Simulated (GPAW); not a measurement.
## NiO in GPAW: the effect of target pressure

NiO:

```
Ni O
1.0
     0.00000    2.08590    2.08590
     2.08590    0.00000    2.08590
     2.08590    2.08590    0.00000
Ni O
1 1
Direct
  0.00000 0.00000 0.00000
  0.50000 0.50000 0.50000
```

Alike in all runs:

- Program: GPAW 26.7.0
- Task: relaxation of cell and atoms
- Functional: PBEsol
- Potentials or basis: PAW data sets generated in the run's folder for this functional
- Cutoff: 800 eV
- Basis: pw
- k mesh: 9 × 9 × 9
- Occupations: fermi-dirac, width 0.05 eV
- Spin: collinear spin, ferromagnetic start
- Starting moments: [1.0, 0.0] μB

Each run relaxes the cell or the atoms first.

| target pressure | target pressure | relaxed volume (Å³/atom) | moment (μB) |
| --- | --- | --- | --- |
| 0 GPa | - | 8.87 | 1.09 |
| 2 GPa | 2 GPa | 8.79 | 1.06 |
| 5 GPa | 5 GPa | 8.68 | 1.03 |
| 10 GPa | 10 GPa | ? | ? |
| 20 GPa | 20 GPa | 8.22 | 0.93 |
| 30 GPa | 30 GPa | 7.98 | 0.88 |

Question: What does the run with target pressure 10 GPa give?

Answer: Relaxed volume 8.51 Å³/atom; moment 0.98 μB.

Worked out: In Murnaghan's law V^(-B') rises as a straight line in P. The other rows fit best with B' = 4.7, V0 = 8.87 Å³/atom and B0 = 219 GPa, which gives 8.51 Å³/atom at 10 GPa, against the run's 8.51. A parabola through the other rows of the moment, of slope -0.0079 μB per GPa there, gives 0.99 μB, against the run's 0.98.

Caveats: each step starts from the last one's moments, so a moment once lost doesn't come back; the stock nickel data set gives pressures a few GPa off other programs; later steps reuse the first step's grids; a cell with one magnetic atom can't hold antiferromagnetic order, which such compounds often take.
